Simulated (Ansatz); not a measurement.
CoSi under changes of volume

One of the cells (10.973 Å³/atom); the others are scaled copies at fixed shape and fractional positions:

```
Co Si
1.0
     2.79975    0.00000    0.00000
     0.00000    2.79975    0.00000
     0.00000    0.00000    2.79975
Co Si
1 1
Direct
  0.00000 0.00000 0.00000
  0.50000 0.50000 0.50000
```

Measurements of this composition are mostly on another form, of space group No. 198.

```yaml
Program: Ansatz 0.2.0
Functional: LDA
Potentials_or_basis: all-electron LAPW, scalar-relativistic
Cutoff: 268 eV (chosen from the basis error)
Basis_error_allowed: 0.001 eV/atom
k_mesh: 10 × 10 × 10
Occupations: fermi-dirac, width 0.05 eV
Spin: collinear spin, ferromagnetic start
Starting_moments: "[2.0, 0.0] μB"
```

```tsv
volume (Å³/atom)	energy over the lowest point (meV/atom)	pressure (GPa)	moment (μB per cell)
10.328	0.00	-4.2	0.27
10.543	8.47	-8.5	0.37
10.758	22.55	-12.4	0.41
10.973	41.62	-16.0	0.45
11.188	65.19	-19.2	0.48
11.403	?	?	?
```

What does the run at 11.403 Å³/atom give?

Energy over the lowest point 92.97 meV/atom; pressure -22.1 GPa; moment 0.50 μB per cell.

Worked out: A Birch-Murnaghan fit of order 3 (a polynomial in V^(-2/3)) to the other rows has its minimum at 10.15 Å³/atom, just outside them, with B0 = V·E''(V) = 241 GPa and B' = 4.3. It gives 92.77 meV/atom at 11.403 Å³/atom, against the run's 92.97, and -dE/dV = -21.9 GPa, against -22.1. A parabola through the other rows of the moment, of slope -0.0465 μB per Å³/atom there, extrapolates to 0.48 μB, against the run's 0.50.

Energies are extrapolated to zero smearing.
